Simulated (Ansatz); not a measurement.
# Li₂O: what changed settings do

The reference input for Ansatz (plane-wave DFT with PAW):

```yaml
crystal:
  lattice:
    - [0.0, 2.3268543819, 2.3268543819]
    - [2.3268543819, 0.0, 2.3268543819]
    - [2.3268543819, 2.3268543819, 0.0]
  atoms:
    - { symbol: Li, position: [0.75, 0.75, 0.75] }
    - { symbol: Li, position: [0.25, 0.25, 0.25] }
    - { symbol: O, position: [0.0, 0.0, 0.0] }
basis:
  ecutwfc: 420
kpoints:
  mp_grid: { grid: [6, 6, 6] }
hamiltonian:
  xc: pbe
scf:
  occupations: { method: gaussian, width: 0.1 }
output:
  forces: true
  stress: true
  eigenvalues: true
```

Command:

```bash
ansatz run input.yaml --threads 1 --pin off --max-ram 1331MiB --backend cpu --events-out ev --progress --plain --runs-dir out
```

The run converges in 6 SCF iterations on 16 irreducible k-points: pressure -1.37 GPa, gap on the sampled k-points 4.95 eV.

These settings were drawn at random to show what each does; none of the numbers is a converged property of the crystal. Each trial's input is given as a difference from the reference's; energies are extrapolated to zero smearing where there is one, and pressure is positive in compression.

Trial 1:

```diff
 hamiltonian:
+  hubbard: { sites: [{ species: O, l: p, u_eff: 2.3 }] }
 scf:
+  max_iter: 100
```

What happens?

The run converges in 7 SCF iterations on 16 irreducible k-points: pressure -3.27 GPa, gap on the sampled k-points 5.68 eV. Under a U the state reached may not be the lowest.